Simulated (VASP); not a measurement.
Here is a VASP 6.6.1 calculation.

File INCAR:

```
  PREC = Accurate
  ENCUT = 520
  EDIFF = 1E-6
  ISMEAR = -1
  SIGMA = 0.05
  LREAL = Auto
  LASPH = T
  NELM = 80
  ALGO = Fast
  ISIF = 2
  LWAVE = F
  LCHARG = F
  GGA = PE
  NBANDS = 48
```

KPOINTS

```
regular mesh
0
Gamma
  2 2 2
```

Contents of POSCAR:

```
Si
1.0
    0.0000000000      5.4300000000      5.4300000000
    5.4300000000      0.0000000000      5.4300000000
    5.4300000000      5.4300000000      0.0000000000
Si
17
Direct
   -0.0014338701      0.0004109540      0.0005470800
    0.1281309207      0.1215472174      0.1221719757
    0.0025693005     -0.0073825070      0.5024945154
    0.1282005739      0.1216620825      0.6282168285
    0.0022206460      0.5018990256     -0.0061429108
    0.1281000491      0.6280926643      0.1220868411
    0.0024466567      0.5020797609      0.5023794064
    0.1257754602      0.6242009079      0.6253740575
    0.5004633242      0.0003448223      0.0004454665
    0.6248810612      0.1251060747      0.1249523481
    0.5005334248      0.0003840533      0.4986380812
    0.6222817884      0.1214724970      0.6281214452
    0.5004255955      0.4987912265      0.0004119028
    0.6220154683      0.6280641123      0.1218307102
    0.4942780650      0.5017858804      0.5020333166
    0.6221880512      0.6280759433      0.6280990823
    0.8757182543      0.3742622545      0.3753443635
```

Potentials or basis: VASP PAW PBE potentials, release 64 (Si).

Command:

```bash
$ cat potpaw_PBE.64/Si/POTCAR > POTCAR
$ mpirun -np 1 vasp_std > vasp.out
```

Q: What does it give for the pressure?

A: 5.3 GPa.

Q: What does it give for the band gap on the k mesh?

A: None (metal or under the smearing width).

Q: What does it give for the largest force?

A: 0.024 eV/Å.

Forces on the atoms (eV/Å):
```
Si   0.012 -0.011 -0.013
Si   0.015 -0.001  0.003
Si   0.004 -0.003  0.005
Si   0.001 -0.014  0.001
Si  -0.008 -0.005  0.007
Si  -0.002  0.000 -0.017
Si  -0.001  0.003 -0.001
Si   0.000 -0.001  0.000
Si   0.013  0.013  0.013
Si  -0.001  0.003  0.000
Si  -0.013 -0.012  0.013
Si   0.003 -0.002  0.017
Si  -0.014  0.013 -0.014
Si   0.000  0.024 -0.001
Si   0.009 -0.008 -0.010
Si  -0.019 -0.001 -0.003
Si   0.000  0.001  0.000
```

Caveat: the k mesh is coarse (spacing up to 0.50 Å⁻¹), so the values aren't converged.
